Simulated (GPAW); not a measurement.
A calculation with GPAW 26.7.0 of ZrB2 (ASE script, structure typed inline):

Contents of run.py:

```python
from ase import Atoms
from ase.dft.bandgap import bandgap
from ase.io import write
from ase.units import GPa
from gpaw import GPAW, PW

atoms = Atoms(['Zr', 'B', 'B'],
              cell=[[3.17, 0.0, 0.0],
                    [-1.585, 2.74530053, 0.0],
                    [0.0, 0.0, 3.533]],
              scaled_positions=[[0.0, 0.0, 0.0],
                                [0.6666666667, 0.3333333333, 0.5],
                                [0.3333333333, 0.6666666667, 0.5]],
              pbc=True)

calc = GPAW(mode=PW(800),
            xc='PBE',
            kpts={'size': (10, 10, 8), 'gamma': True},
            occupations={'name': 'fermi-dirac', 'width': 0.05},
            nbands=20,
            convergence={'density': 1e-05, 'energy': 1e-05},
            maxiter=150,
            txt='gpaw.txt')
atoms.calc = calc
energy = atoms.get_potential_energy()
forces = atoms.get_forces()
stress = atoms.get_stress()
calc.write('gs.gpw')
write('result.traj', atoms)
print(f'Energy: {energy:.6f} eV')
print('Forces (eV/A):')
print(forces.round(4))
print('Stress (GPa):', (stress / GPa).round(3))
print('Fermi level:', round(calc.get_fermi_level(), 4), 'eV')
print(f'Gap: {bandgap(calc)[0]:.4f} eV, direct: {bandgap(calc, direct=True)[0]:.4f} eV')
```

Potentials or basis: GPAW PAW data sets (gpaw-data 1.2.1), pw.

Launch:

```sh
$ OMP_NUM_THREADS=1 python run.py
```

Task: Write the same calculation in another form: native input, structure from a P1 CIF.

Result: As run:

run.py

```python
from ase.io import read
from gpaw import PW
from gpaw.dft import DFT

atoms = read('ZrB2.cif')

dft = DFT(atoms,
          mode=PW(800),
          xc='PBE',
          kpts={'size': (10, 10, 8), 'gamma': True},
          occupations={'name': 'fermi-dirac', 'width': 0.05},
          nbands=20,
          convergence={'density': 1e-05, 'energy': 1e-05},
          maxiter=150,
          txt='gpaw.txt')
print(f'Energy: {dft.calculate_energy():.6f} eV')
print('Forces (eV/A):')
print(dft.calculate_forces().round(4))
print('Stress (eV/A^3):', dft.calculate_stress().round(6))
dft.write_gpw_file('gs.gpw')
```

Contents of ZrB2.cif:

```cif
data_ZrB2
_cell_length_a 3.17000000
_cell_length_b 3.17000000
_cell_length_c 3.53300000
_cell_angle_alpha 90.00000000
_cell_angle_beta 90.00000000
_cell_angle_gamma 120.00000000
_space_group_name_H-M_alt 'P1'
_space_group_name_Hall 'P 1'
_space_group_IT_number 1
loop_
_space_group_symop_operation_xyz
'x,y,z'
loop_
_atom_site_label
_atom_site_type_symbol
_atom_site_symmetry_multiplicity
_atom_site_Wyckoff_symbol
_atom_site_fract_x
_atom_site_fract_y
_atom_site_fract_z
_atom_site_occupancy
Zr1 Zr 1 a 0.0000000000 0.0000000000 0.0000000000 1
B1 B 1 a 0.6666666667 0.3333333333 0.5000000000 1
B2 B 1 a 0.3333333333 0.6666666667 0.5000000000 1
```

Potentials or basis: GPAW PAW data sets (gpaw-data 1.2.1), pw.

Launch:

```bash
$ OMP_NUM_THREADS=1 python run.py
```

Both were run:

|  | ASE script, structure typed inline | native input, structure from a P1 CIF |
| --- | --- | --- |
| Pressure | -0.1 GPa | -0.1 GPa |
| Band gap on the k mesh | none (metal or under the smearing width) | none (metal or under the smearing width) |

Keys that steer only the numerical path or the files written may differ.
